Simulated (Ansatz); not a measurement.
**RbBr: frozen-core PAW against all-electron methods**

```xyz
2
Lattice="0.0000 3.4275 3.4275 3.4275 0.0000 3.4275 3.4275 3.4275 0.0000" Properties=species:S:1:pos:R:3 pbc="T T T"
Rb    0.0000    0.0000    0.0000
Br    3.4275    3.4275    3.4275
```

Atom numbers follow the list: Rb1, Br2.

The cell is COD entry 1010048, as deposited and not checked against the literature; nothing was relaxed. It is an old determination, and later ones may differ.

Methods: DFT, PBE, PAW with Ansatz's default frozen-core files, scalar-relativistic (Ansatz 0.2.0); DFT, PBE, all-electron PAW with datasets made for the crystal, scalar-relativistic (Ansatz 0.2.0); DFT, PBE, all-electron LAPW, scalar-relativistic (Ansatz 0.2.0).

For PAW: a Γ-centred 7×7×7 k mesh, Fermi–Dirac smearing of 0.03 eV, cutoff 420 eV, no spin polarisation. The crystal-made all-electron datasets (AE datasets) take a cutoff of 200 eV at this cell. LAPW targets a basis error of 1 meV/atom. The Ansatz runs share mesh, smearing and spin set-up. Plane-wave (PAW) pressures include the program's estimate of the Pulay term.

Stress and pressure are positive in compression.

Levels count from the top of the valence band.

```csv
quantity,PAW,AE datasets,LAPW
pressure (GPa),0.99,0.99,0.99
band gap (eV),4.364,4.364,4.364
highest filled level at L (eV),-0.354,-0.353,-0.353
lowest empty level at L (eV),6.814,6.815,6.815
highest filled level at K (eV),-0.263,-0.263,-0.263
lowest empty level at K (eV),6.346,6.347,6.347
highest filled level at Γ (eV),0.000,0.000,0.000
lowest empty level at Γ (eV),4.364,4.364,4.364
```

PAW's pressure differs from the LAPW value by about 0.01 GPa or less.
